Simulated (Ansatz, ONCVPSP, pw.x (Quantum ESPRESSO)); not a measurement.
## indium (In) (bcc): variants of one ONCV potential in the solid

indium (In), optimised norm-conserving Vanderbilt (ONCV), made with ONCVPSP 4.0.1.1 (patched build) (PBE, scalar-relativistic). Core [Kr] 4d10, reference 5s2 5p1. Waves: 5s: rc 2.30 bohr, ncon 3, nbas 6, qcut 2.4 1/bohr, 2 projectors, debl 3.4 Ha; 5p: rc 2.25 bohr, ncon 5, nbas 8, qcut 3.5 1/bohr, 1 projector; d scattering state at 0.02 Ha: rc 2.45 bohr, ncon 4, nbas 7, qcut 3.3 1/bohr, 2 projectors, debl 2.9 Ha. Local part: polynomial inside 2.15 bohr (lpopt 5, dvloc0 0 Ha). Core correction: Teter function fitted to the true core (icmod 2), fcfact 0.55.

Crystal test: bcc In in pw.x 7.5, no spin, 12³ k-points, Fermi–Dirac smearing 0.01 Ry, cutoffs set for each file from its atomic test. The reference is all-electron LAPW (Ansatz 0.2.0) with the same functional, mesh and smearing; V0 and B0 come from Birch–Murnaghan fits to the pressures at five volumes. Errors are pseudo minus all-electron; Δ is the rms difference of the E(V) curves that follow from these fits, minima aligned, over ±6 % about the mean V0. Mesh and smearing are coarse, so the numbers serve the comparison and aren't converged zero-temperature values; the lattice is a test structure that the element need not adopt.

All-electron: a0 = 3.819 Å (V0 = 27.85 Å³/atom), B0 = 33.9 GPa.

Base: This is a poor potential for the solid.

1 further variants are left out: they gave no file fit for a test, a broken result, the same result as the base, or pressures whose basis-set error rivals the error shown.

A dash in a converged row means that the minimum lies outside the volumes sampled.

| change | cutoffs (Ry) | pw.x | a0 (Å) | a0 error (%) | B0 error (%) | Δ (meV/atom) | mean pressure error (GPa) |
| --- | --- | --- | --- | --- | --- | --- | --- |
| base | 70/280 | converged | – | – | – | – | -2.21 |
| s: rc 2.26 | 70/280 | converged | – | – | – | – | -2.20 |
| s: nbas 8 | 95/380 | converged | – | – | – | – | -2.21 |
| core [Kr], valence charge 13; reference 4d10 5s2 5p0.5; waves now 5s: rc 2.10 bohr, ncon 5, nbas 9, qcut 2.6 1/bohr, 3 projectors, debl 2.5 Ha; 5p: rc 2.60 bohr, ncon 4, nbas 7, qcut 3.1 1/bohr, 2 projectors, debl 3.8 Ha; 4d: rc 1.40 bohr, ncon 3, nbas 7, qcut 10.6 1/bohr, 1 projector; f scattering state at 0.06 Ha: rc 2.05 bohr, ncon 5, nbas 10, qcut 5.4 1/bohr, 2 projectors, debl 1.2 Ha; local potential polynomial inside 1.20 bohr (lpopt 5, dvloc0 0 Ha) | 105/420 | converged | 3.810 | -0.23 | +2.0 | 1.4 | -0.23 |
| p: qcut 2.7 | 55/220 | converged | – | – | – | – | -2.42 |
